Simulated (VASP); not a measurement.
# K (Im-3m) in VASP: further runs, part 2 of 2

VASP 6.6.1. Earlier steps stand in the parts before.

## 3. Single point, PBEsol

Contents of INCAR:

```
SYSTEM = K
PREC = Accurate ; ENCUT = 520
EDIFF = 1E-6 ; ISMEAR = 0
SIGMA = 0.1 ; LREAL = .FALSE.
LASPH = .TRUE. ; NELM = 100
ALGO = Normal ; ISIF = 2
LWAVE = .FALSE. ; LCHARG = .FALSE.
GGA = PS
```

Contents of KPOINTS:

```
regular mesh
0
G
  18 18 18
  0 0 0
```

Contents of POSCAR:

```
K
1.0
   -2.6084600000      2.6084600000      2.6084600000
    2.6084600000     -2.6084600000      2.6084600000
    2.6084600000      2.6084600000     -2.6084600000
K
1
Direct
    0.0000000000      0.0000000000      0.0000000000
```

Potentials or basis: VASP PAW PBE potentials, release 64 (K_sv).

On the command line:

```
$ cat potpaw_PBE.64/K_sv/POTCAR > POTCAR
$ mpirun -np 1 vasp_std > vasp.out
```

OUTCAR:

```text
SYSTEM = K
   PREC = Accurate
   ENCUT = 520
   EDIFF = 1E-6
   ISMEAR = 0
   LREAL = .FALSE.
   LASPH = .TRUE.
   NELM = 100
   ISIF = 2
   GGA = PS

 ion  position               nearest neighbor table
   1  0.000  0.000  0.000-

  LATTYP: Found a body centered cubic cell.
 ALAT       =     5.2169200000

  Lattice vectors:

 A1 = (  -2.6084600000,   2.6084600000,   2.6084600000)
 A2 = (   2.6084600000,  -2.6084600000,   2.6084600000)
 A3 = (   2.6084600000,   2.6084600000,  -2.6084600000)

Analysis of symmetry for initial positions (statically):
=====================================================================
 Subroutine PRICEL returns:
 Original cell was already a primitive cell.

 Routine SETGRP: Setting up the symmetry group for a
 body centered cubic supercell.

 Subroutine GETGRP returns: Found 48 space group operations
 (whereof 48 operations were pure point group operations)
 out of a pool of 48 trial point group operations.

The static configuration has the point symmetry O_h .

Analysis of symmetry for dynamics (positions and initial velocities):
=====================================================================
 Subroutine PRICEL returns:
 Original cell was already a primitive cell.

 Routine SETGRP: Setting up the symmetry group for a
 body centered cubic supercell.

 Subroutine GETGRP returns: Found 48 space group operations
 (whereof 48 operations were pure point group operations)
 out of a pool of 48 trial point group operations.

The dynamic configuration has the point symmetry O_h .

 Subroutine INISYM returns: Found 48 space group operations
 (whereof 48 operations are pure point group operations),
 and found     1 'primitive' translations

----------------------------------------------------------------------------------------

                                     Primitive cell

  volume of cell :      70.9925

  direct lattice vectors                    reciprocal lattice vectors
    -2.608460000  2.608460000  2.608460000     0.000000000  0.191683982  0.191683982
     2.608460000 -2.608460000  2.608460000     0.191683982  0.000000000  0.191683982
     2.608460000  2.608460000 -2.608460000     0.191683982  0.191683982  0.000000000

  length of vectors
     4.517985250  4.517985250  4.517985250     0.271082087  0.271082087  0.271082087

  position of ions in fractional coordinates (direct lattice)
     0.000000000  0.000000000  0.000000000

  ion indices of the primitive-cell ions
   primitive index   ion index
                 1           1

----------------------------------------------------------------------------------------

 KPOINTS: regular mesh

Automatic generation of k-mesh.
 Grid dimensions read from file:
 generate k-points for:   18   18   18

 Generating k-lattice:

  Cartesian coordinates                     Fractional coordinates (reciprocal lattice)
     0.000000000  0.010649110  0.010649110     0.055555556  0.000000000  0.000000000
     0.010649110  0.000000000  0.010649110     0.000000000  0.055555556  0.000000000
     0.010649110  0.010649110  0.000000000     0.000000000  0.000000000  0.055555556

  Length of vectors
     0.015060116  0.015060116  0.015060116

  Shift w.r.t. Gamma in fractional coordinates (k-lattice)
     0.000000000  0.000000000  0.000000000

 Subroutine IBZKPT returns following result:
 ===========================================

 Found    195 irreducible k-points:

 Following reciprocal coordinates:
            Coordinates               Weight
  0.000000  0.000000  0.000000      1.000000
  0.055556  0.000000  0.000000     12.000000
  0.111111  0.000000  0.000000     12.000000
  0.166667  0.000000  0.000000     12.000000
  0.222222  0.000000  0.000000     12.000000
  0.277778  0.000000  0.000000     12.000000
[... 16 lines left out ...]
  0.333333  0.111111  0.000000     48.000000
  0.388889  0.111111  0.000000     48.000000
 [... further k-points ...]
   k-points           NKPTS =    195   k-points in BZ     NKDIM =    195   number of bands    NBANDS=      8
   number of dos      NEDOS =    301   number of ions     NIONS =      1
   total plane-waves  NPLWV =  46656
   dimension x,y,z NGX =    36 NGY =   36 NGZ =   36
   dimension x,y,z NGXF=    72 NGYF=   72 NGZF=   72
   ions per type =               1
   NGX,Y,Z   is equivalent  to a cutoff of  13.25, 13.25, 13.25 a.u.
   NGXF,Y,Z  is equivalent  to a cutoff of  26.49, 26.49, 26.49 a.u.
 SYSTEM =  K
   PREC   = accura    normal or accurate (medium, high low for compatibility)
   ISTART =      0    job   : 0-new  1-cont  2-samecut
   ICHARG =      2    charge: 1-file 2-atom 10-const
   ISPIN  =      1    spin polarized calculation?
   LNONCOLLINEAR =      F non collinear calculations
   LSORBIT =      F    spin-orbit coupling
   LASPH  =      T    aspherical Exc in radial PAW
   ENCUT  =  520.0 eV  38.22 Ry    6.18 a.u.   8.40  8.40  8.40*2*pi/ulx,y,z
   NELM   =    100;   NELMIN=  2; NELMDL= -5     # of ELM steps
   EDIFF  = 0.1E-05   stopping-criterion for ELM
   LREAL  =      F    real-space projection
   EDIFFG = 0.1E-04   stopping-criterion for IOM
   NSW    =      0    number of steps for IOM
   IBRION =     -1    ionic relax: 0-MD 1-quasi-New 2-CG
   NFREE  =      0    steps in history (QN), initial steepest desc. (CG)
   ISIF   =      2    stress and relaxation
   ISYM   =      2    0-nonsym 1-usesym 2-fastsym
   POTIM  = 0.5000    time-step for ionic-motion
   TEBEG  =    0.0;   TEEND  =   0.0 temperature during run
   PSTRESS=    0.0 pullay stress
   NELECT =       9.0000    total number of electrons
   NUPDOWN=      -1.0000    fix difference up-down
   EMIN   =  10.00;   EMAX   =-10.00  energy-range for DOS
   EFERMI =   0.00;   METHOD = LEGACY
   ISMEAR =     0;   SIGMA  =   0.10  broadening in eV -4-tet -1-fermi 0-gaus
   EFERMI_NEDOS =   21; number of points for ismear=-14 and -15
   IALGO  =     38    algorithm
   IMIX   =      4    mixing-type and parameters
     AMIX     =   0.40;   BMIX     =  1.00
     AMIX_MAG =   1.60;   BMIX_MAG =  1.00
  volume/ion in A,a.u.               =      70.99       479.08
  Fermi-wavevector in a.u.,A,eV,Ry     =   0.822403  1.554117  9.202261  0.676347
  Thomas-Fermi vector in A             =   1.933732
   LORBIT       =      0    0 simple, 1 ext, 2 COOP (PROOUT), +10 PAW based schemes
   GGA     = PS    functional components
   LHFCALC =     F    Hartree Fock is set to
   AEXX    =    0.0000 exact exchange contribution
   IVDW    =     0    specifies the selected vdW correction
   LEPSILON=     F    determine dielectric tensor
   LRPA    =     F    only Hartree local field effects (RPA)
 non-spin polarized calculation
 Gauss-broadening in eV      SIGMA  =   0.10
  energy-cutoff  :      520.00
  volume of cell :       70.99
 maximum number of plane-waves:      1961
 NGX is ok and might be reduce to    36
   NGX = 17   NGY = 17   NGZ = 17

 number of electron       9.0000000 magnetization

 Free energy of the ion-electron system (eV)
  ---------------------------------------------------
  ext. energy  EPLUGINS =         0.00000000
  ---------------------------------------------------
  free energy    TOTEN  =        -1.13541324 eV

  energy without entropy =       -1.13170075  energy(sigma->0) =       -1.13355700

 E-fermi :  -0.0848     XC(G=0):  -5.7852

 val. band max:       -0.1178521771   @ k =   0.2778   0.2222   0.0000
 cond. band min:      -0.0631139237   @ k =  -0.3333   0.3889   0.2222
 fundamental gap:      0.0547382533
 Fermi energy:        -0.0847900913

 k-point     1 :       0.0000    0.0000    0.0000
  band No.  band energies     occupation
      1     -32.0617      2.00000
      2     -15.5689      2.00000
      3     -15.5689      2.00000
      4     -15.5689      2.00000
      5      -2.2998      2.00000
      6       4.2395      0.00000
      7       4.2395      0.00000
      8       4.2395      0.00000
[... 243 lines left out ...]
 k-point    24 :       0.3889    0.1111    0.0000
  band No.  band energies     occupation
      1     -32.0567      2.00000
      2     -15.6416      2.00000
      3     -15.5966      2.00000
      4     -15.5722      2.00000
      5       0.0567      0.04539
      6       1.0973      0.00000
      7       2.8951      0.00000
      8       4.6733      0.00000

 [... further k-points ...]

------------------------ aborting loop because EDIFF is reached ----------------------------------------

  FORCE on cell =-STRESS in cart. coord.  units (eV):
  Direction    XX          YY          ZZ          XY          YZ          ZX
  --------------------------------------------------------------------------------------
  -------------------------------------------------------------------------------------
  Total       -0.0065076     -0.0065076     -0.0065076      0.0000000     -0.0000000      0.0000000
  in kB       -0.1468645     -0.1468645     -0.1468645      0.0000000     -0.0000000      0.0000000
  external PRESSURE =      -0.1468645 kB  Pullay stress =       0.0000000 kB

 VOLUME and BASIS-vectors are now :
 -----------------------------------------------------------------------------
  energy-cutoff  :      520.00
  volume of cell :       70.99
      direct lattice vectors                 reciprocal lattice vectors
    -2.608460000  2.608460000  2.608460000     0.000000000  0.191683982  0.191683982
     2.608460000 -2.608460000  2.608460000     0.191683982  0.000000000  0.191683982
     2.608460000  2.608460000 -2.608460000     0.191683982  0.191683982  0.000000000

 POSITION                                       TOTAL-FORCE (eV/Angst)
 -----------------------------------------------------------------------------------
      0.00000      0.00000      0.00000         0.000000     -0.000000      0.000000
 -----------------------------------------------------------------------------------
    total drift:                               -0.000000      0.000000      0.000000

  FREE ENERGIE OF THE ION-ELECTRON SYSTEM (eV)
  ---------------------------------------------------
  free  energy   TOTEN  =        -1.1354132441 eV

  energy  without entropy=       -1.1317007548  energy(sigma->0) =       -1.13355700
```

OSZICAR:

```text
N       E                     dE             d eps       ncg     rms          rms(c)
DAV:   1     0.457833410639E+02    0.45783E+02   -0.36012E+03  3120   0.858E+02
DAV:   2     0.274249387049E+00   -0.45509E+02   -0.45025E+02  3176   0.212E+02
DAV:   3    -0.110148158916E+01   -0.13757E+01   -0.13735E+01  4928   0.345E+01
DAV:   4    -0.113742528613E+01   -0.35944E-01   -0.35840E-01  4760   0.429E+00
DAV:   5    -0.113780949639E+01   -0.38421E-03   -0.38420E-03  5368   0.292E-01    0.202E+00
DAV:   6    -0.113584452129E+01    0.19650E-02   -0.37132E-03  5168   0.503E-01    0.131E+00
DAV:   7    -0.113539607081E+01    0.44845E-03   -0.64859E-03  4736   0.610E-01    0.909E-02
DAV:   8    -0.113539917561E+01   -0.31048E-05   -0.43556E-04  4984   0.275E-01    0.292E-02
DAV:   9    -0.113541484313E+01   -0.15668E-04   -0.17969E-05  4728   0.453E-02    0.207E-02
DAV:  10    -0.113541353176E+01    0.13114E-05   -0.58354E-06  5040   0.214E-02    0.298E-03
DAV:  11    -0.113541324406E+01    0.28770E-06   -0.12633E-07  3168   0.393E-03
   1 F= -.11354132E+01 E0= -.11335570E+01  d E =-.371249E-02
```

Wall time 30 s (1 thread of Intel Xeon 6975P-C (Granite Rapids), shared host); peak memory 0.27 GiB.

Results:

```
Free energy            : -1.1354 eV
Pressure               : 0.0 GPa
Band gap on the k mesh : none (metal or under the smearing width)
```

Caveat: the PAW data sets were made with another functional, which shifts forces and pressure a little.
